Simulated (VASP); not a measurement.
## RuS2 under changes of volume

One of the cells (16.677 Å³/atom); the others are scaled copies at fixed shape and fractional positions:

```
Ru S
1.0
     4.08561    0.00000    0.00000
     0.00000    4.08561    0.00000
     0.00000    0.00000    2.99723
Ru S
1 2
Cartesian
  0.0000 0.0000 0.0000
  2.0428 0.0000 1.4986
  0.0000 2.0428 1.4986
```

The cell was built by a generator and needn't be a form met in nature.

```yaml
Program: VASP 6.6.1
Functional: PBE
Potentials_or_basis: VASP PAW PBE potentials, release 64 (Ru_pv, S)
Cutoff: 520 eV
k_mesh: 7 × 7 × 9
Occupations: fermi-dirac, width 0.05 eV
Spin: no spin polarisation
```

```csv
volume (Å³/atom),energy over the lowest point (meV/atom),pressure (GPa)
15.369,25.02,9.4
15.696,9.34,5.9
16.023,0.40,2.8
16.677,0.00,-2.5
17.004,?,?
17.331,19.04,-6.8
```

Q: What does the run at 17.004 Å³/atom give?

A: Energy over the lowest point 7.35 meV/atom; pressure -4.8 GPa.

Worked out: A Birch-Murnaghan fit of order 3 (a polynomial in V^(-2/3)) to the other rows has its minimum at 16.36 Å³/atom with B0 = V·E''(V) = 132 GPa and B' = 4.5 at fixed shape and positions, which overstates the stiffness. It gives 7.35 meV/atom at 17.004 Å³/atom, against the run's 7.35, and -dE/dV = -4.7 GPa, against -4.8.

Energies are extrapolated to zero smearing.
